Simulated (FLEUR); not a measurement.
# Bi (R-3m) in FLEUR: a series of runs, part 2 of 2

FLEUR MaX-R8.1 (later development tree). Earlier steps stand in the parts before.

## 3. Single point, PBEsol (atoms moved at random, drawn with an rms of 0.05 Å)

inp.xml reads:

```xml
<?xml version="1.0" encoding="UTF-8" standalone="no"?>
<fleurInput fleurInputVersion="0.39">
   <comment>
      Bi                                                                                                  
   </comment>
   <calculationSetup>
      <cutoffs Kmax="4.1" Gmax="12.7" GmaxXC="12.7" numbands="0"/>
      <scfLoop itmax="60" minDistance="0.00001" maxIterBroyd="15" imix="Anderson" alpha="0.05" precondParam="0.0" spinf="2.0" sdNocoIR="T"/>
      <coreElectrons ctail="T" frcor="F" kcrel="0" coretail_lmax="0"/>
      <xcFunctional name="PBEs" relativisticCorrections="F"/>
      <magnetism jspins="1"/>
      <soc l_soc="F" theta="0.0" phi="0.0" spav="F"/>
      <expertModes spex="0" secvar="F"/>
      <geometryOptimization l_f="T" forcealpha="1.0" forcemix="BFGS" epsdisp="0.0005" epsforce="0.0002"/>
      <ldaU l_linMix="F" mixParam="0.05" spinf="1.0"/>
   </calculationSetup>
   <cell>
      <bzIntegration valenceElectrons="42.0" mode="hist" fermiSmearingEnergy="0.00183747">
         <kPointListSelection listName="default-1"/>
         <!-- k-points included here -->
         <xi:include xmlns:xi="http://www.w3.org/2001/XInclude" href="kpts.xml"> </xi:include>
      </bzIntegration>
      <!-- symmetry operations included here -->
      <xi:include xmlns:xi="http://www.w3.org/2001/XInclude" href="sym.xml"> </xi:include>
      <bulkLattice scale="1.0">
         <bravaisMatrix>
            <row-1>    4.2849539875304998     2.4739193381895603     7.4417414786747997</row-1>
            <row-2>   -4.2849539875304998     2.4739193381895603     7.4417414786747997</row-2>
            <row-3>    0.0000000000000000    -4.9478386763791207     7.4417414786747997</row-3>
         </bravaisMatrix>
      </bulkLattice>
   </cell>
   <atomSpecies>
      <species name="Bismuth (Bi)" element="Bi" atomicNumber="83">
         <mtSphere radius="2.6" gridPoints="863" logIncrement="0.016"/>
         <atomicCutoffs lmax="10" lnonsphr="10"/>
         <electronConfig flipSpins="F">
            <coreConfig>(1s1/2) (2s1/2) (2p1/2) (2p3/2) (3s1/2) (3p1/2) (3p3/2) (4s1/2) (3d3/2) (3d5/2) (4p1/2) (4p3/2) (5s1/2) (4d3/2) (4d5/2) (4f5/2) (4f7/2)</coreConfig>
            <valenceConfig>(5p1/2) (5p3/2) (6s1/2) (5d3/2) (5d5/2) (6p1/2) (6p3/2)</valenceConfig>
            <stateOccupation state="(6p1/2)" spinUp="0.500000" spinDown="0.500000"/>
            <stateOccupation state="(6p3/2)" spinUp="1.000000" spinDown="1.000000"/>
         </electronConfig>
         <energyParameters s="6" p="6" d="5" f="5"/>
         <lo type="SCLO" l="1" n="5" eDeriv="0"/>
         <lo type="SCLO" l="1" n="5" eDeriv="1"/>
         <lo type="SCLO" l="0" n="6" eDeriv="2"/>
         <lo type="SCLO" l="2" n="5" eDeriv="2"/>
         <lo type="SCLO" l="3" n="5" eDeriv="2"/>
      </species>
   </atomSpecies>
   <atomGroups>
      <atomGroup species="Bismuth (Bi)">
         <relPos label="                   1">-.2298930000 -.2261685000 -.2390955000</relPos>
         <relPos label="                   2">.2298930000 .2261685000 .2390955000</relPos>
         <force calculate="T" relaxXYZ="TTT"/>
      </atomGroup>
   </atomGroups>
   <output dos="F" band="F" slice="F">
      <checks vchk="F" cdinf="F"/>
      <bandDOS minEnergy="-.5*Htr" maxEnergy="0.5*Htr" sigma="0.015" storeEVData="T"/>
      <vacuumDOS vacdos="F" integ="F" star="F" nstars="0" locx1="0.0" locy1="0.0" locx2="0.0" locy2="0.0" nstm="0" tworkf="0.0"/>
      <unfoldingBand unfoldBand="F" supercellX="1" supercellY="1" supercellZ="1"/>
      <plotting iplot="0" polar="F">
         <plot TwoD="T" vec1="  1.0  0.0  0.0" vec2="  0.0  1.0  0.0" vec3="  0.0  0.0  1.0" zero="  0.0  0.0  0.0" file="plot"/>
      </plotting>
      <chargeDensitySlicing numkpt="0" minEigenval="0.0" maxEigenval="0.0" nnne="0" pallst="F"/>
      <specialOutput eonly="F"/>
      <moessbauerParams electricFieldGradient="T" isomerShift="T" coreHyperfine="T" valenceHyperfine="T"/>
      <magneticCircularDichroism mcd="F" energyLo="-10.0" energyUp="0.0"/>
   </output>
  <!-- We include the file relax.xml here to enable relaxations (see documentation) -->
  <xi:include xmlns:xi="http://www.w3.org/2001/XInclude" href="relax.xml"> <xi:fallback/> </xi:include>
</fleurInput>
```

crystal.txt reads:

```
Bi
&input cartesian=F /
2.2675000000  1.3091417354  3.9380000000
-2.2675000000  1.3091417354  3.9380000000
0.0000000000  -2.6182834708  3.9380000000
1.8897261246
1.0 1.0 1.0

2
83 0.7724340000  0.7862450000  0.7540610000
83 0.2322200000  0.2385820000  0.2322520000

&kpt div1=7 div2=7 div3=7 gamma=T /
```

Potentials or basis: all-electron, FLAPW.

On the command line:

```console
inpgen -f crystal.txt -profile fastHighL
# inp.xml edited to the form shown
fleur_MPI
```

What it wrote:

```text
Welcome to FLEUR        (www.flapw.de)
      MaX-Release 8.1          (www.max-centre.eu)

 ========== k-point set info ==========
 Selected k-point list: default-1
 k-point list type: mesh
 7 x 7 x 7
 Number of k points: 172

 ------------Calculation Setup---------------------------
 Number of MPI-tasks      :            1
 Number of PE/node        :            1
 Number of OMP-threads    :            1
 Most efficient MPI parallelization for:
           1           2           4          43          86         172
 Additional eigenvalue parallelization possible
 Number of basis functions:          638
 Approximate size of matrices (H+S) per k-point:         0.006 GB
 --------------------------------------------------------
 Iteration:     1   Distance:      11.48812775 me/bohr^3
 Iteration:     2   Distance:      10.81310811 me/bohr^3
 Iteration:     3   Distance:       3.11249140 me/bohr^3
 Iteration:     4   Distance:       0.26531880 me/bohr^3
 Iteration:     5   Distance:       0.25125593 me/bohr^3
 Iteration:     6   Distance:       0.04286539 me/bohr^3
 Iteration:     7   Distance:       0.01118190 me/bohr^3
 Iteration:     8   Distance:       0.00867736 me/bohr^3
 Iteration:     9   Distance:       0.00203614 me/bohr^3
 Iteration:    10   Distance:       0.00020603 me/bohr^3
 Iteration:    11   Distance:       0.00017380 me/bohr^3
 Iteration:    12   Distance:       0.00001874 me/bohr^3
 Iteration:    13   Distance:       0.00000686 me/bohr^3
 Reset of history

 ********************************************************************
 Run finished successfully
 Stop message:
   Structural relaxation: new displacements generated
 ********************************************************************
```

out.xml (last iteration):

```text
<iteration numberForCurrentRun="   14" overallNumber="   14">
         <energyParameters units="Htr">
            <atomicEP atomType="1" spin="1" branch="6s" branchLowest="-5.37" branchHighest="0.45" value="-0.1624715811"/>
            <atomicEP atomType="1" spin="1" branch="6p" branchLowest="-3.10" branchHighest="1.33" value="0.1494459245"/>
            <atomicEP atomType="1" spin="1" branch="5d" branchLowest="-15.34" branchHighest="-0.52" value="-0.5389197878"/>
            <atomicEP atomType="1" spin="1" branch="5f" branchLowest="-5.19" branchHighest="1.78" value="0.4979371334"/>
            <loAtomicEP atomType="1" spin="1" branch="5p" branchLowest="-24.56" branchHighest="-3.10" value="-3.1721443429"/>
            <loAtomicEP atomType="1" spin="1" branch="5p" branchLowest="-24.56" branchHighest="-3.10" value="-3.1721443429"/>
            <loAtomicEP atomType="1" spin="1" branch="6s" branchLowest="-5.37" branchHighest="0.45" value="-0.1624715811"/>
            <loAtomicEP atomType="1" spin="1" branch="5d" branchLowest="-15.34" branchHighest="-0.52" value="-0.5756293137"/>
            <loAtomicEP atomType="1" spin="1" branch="5f" branchLowest="-5.19" branchHighest="1.78" value="0.4979217809"/>
         </energyParameters>
         <eigenvalues>
            <eigenvaluesAt spin="1" ikpt="1" k_x="0.00000000" k_y="0.00000000" k_z="0.00000000">
                      -3.0991300131       -3.0991045974       -3.0989579439       -3.0989321292       -3.0988644633
                      -3.0987233176       -0.5900637207       -0.5889991313       -0.5836889918       -0.5836408255
                      -0.5826165850       -0.5764404275       -0.5758001292       -0.5756976419       -0.5714565459
                      -0.5708118150       -0.2325980443       -0.0206238957        0.1999520713        0.2036049378
                       0.2083054599        0.3371777798        0.3558453585        0.3651806305        0.4623980858
                       0.4646137063        0.4677230279        0.4721006984        0.4830761092        0.5419230220
                       0.5431918524        0.8608597660        0.8662511341
            </eigenvaluesAt>
            <eigenvaluesAt spin="1" ikpt="2" k_x="0.00000000" k_y="0.00000000" k_z="0.14285714">
                      -3.0991245163       -3.0991053632       -3.0989620340       -3.0989493340       -3.0988460876
[... 64 lines left out ...]
               <shell n="3" l="0" isomerShift="96472.50847"/>
               <shell n="3" l="1" isomerShift="8886.35542"/>
               <shell n="4" l="0" isomerShift="25114.54667"/>
               <shell n="3" l="2" isomerShift="0.00372"/>
               <shell n="4" l="1" isomerShift="2288.53153"/>
               <shell n="5" l="0" isomerShift="5504.49664"/>
               <shell n="4" l="2" isomerShift="0.00105"/>
               <shell n="4" l="3" isomerShift="0.00000"/>
            </coreIsomerShift>
            <isomerShift atomType="1" nucleusRadius="0.0001402" averageDensity="3257858.55222"/>
            <electricFieldGradient atomType="1" VXX="0.19924" VYY="0.36656" VZZ="-0.56580" asymParam="0.29571">
            </electricFieldGradient>
         </moessbauerParams>
         <totalEnergy                                    value="   -43150.8003184180" units="Htr">
            <sumOfEigenvalues                            value="   -26739.9051970621">
               <coreElectrons value="-26691.5796832601"/>
               <valenceElectrons value="-48.3255138020"/>
            </sumOfEigenvalues>
            <densityCoulombPotentialIntegral value="-76170.1464908893"/>
            <densityEffectivePotentialIntegral value="-77205.4396653830"/>
            <chargeDenXCDenIntegral value="-785.8365685776"/>
            <FockExchangeEnergyValence value="0.0000000000"/>
            <FockExchangeEnergyCore value="0.0000000000"/>
            <atomTypeDependentContributions atomType="1">
               <electronNucleiInteractionDifferentMTs value="54657.0718906025"/>
               <MadelungTerm value="-88.3530821142"/>
            </atomTypeDependentContributions>
            <tkbTimesEntropy value="0.0000510926"/>
            <freeEnergy value="-43150.8003695106"/>
            <extrapolationTo0K value="-43150.8003439643"/>
         </totalEnergy>
         <totalForcesOnRepresentativeAtoms units="Htr/bohr">
            <forceTotal atomType="1" x="-0.015959" y="0.054747" z="-5.173179" F_x="0.00084623" F_y="-0.00355022" F_z="-0.00781059"/>
         </totalForcesOnRepresentativeAtoms>
      </iteration>
```

It took 8.5 min on 1 thread of Arm Neoverse V2, shared host; peak memory 0.15 GiB.

What came out:

- Free energy: -1174193.0957 eV
- Largest force: 0.443 eV/Å
- Band gap on the k mesh: 0.23 eV, indirect (least direct gap 0.51 eV)
- Valence electrons inside the program's atomic spheres: Bi 18.71 (radii Bi 2.6 bohr)

Forces in eV/Å, atoms in the order of the input:
```
Bi   0.044 -0.183 -0.402
Bi  -0.044  0.183  0.402
```

Core levels (eV from the Fermi level):
| atom | levels |
| --- | --- |
| 1 Bi | 1s1/2 -90489.1, 2s1/2 -16240.9, 2p1/2 -15602.9, 2p3/2 -13283.9, 3s1/2 -3916.6, 3p1/2 -3628.6, 3p3/2 -3109.4, 4s1/2 -895.4, 3d3/2 -2638.2, 3d5/2 -2528.1, 4p1/2 -770.3, 4p3/2 -642.3, 5s1/2 -153.0, 4d3/2 -439.0, 4d5/2 -415.1, 4f5/2 -151.2, 4f7/2 -145.7 |
| 2 Bi | 1s1/2 -90489.1, 2s1/2 -16240.9, 2p1/2 -15602.9, 2p3/2 -13283.9, 3s1/2 -3916.6, 3p1/2 -3628.6, 3p3/2 -3109.4, 4s1/2 -895.4, 3d3/2 -2638.2, 3d5/2 -2528.1, 4p1/2 -770.3, 4p3/2 -642.3, 5s1/2 -153.0, 4d3/2 -439.0, 4d5/2 -415.1, 4f5/2 -151.2, 4f7/2 -145.7 |

Caveat: spin-orbit coupling is left out, which as a rule narrows the gap of such compounds by several tenths of an eV; an odd mesh through Γ misses points on the zone boundary, where band edges often lie.
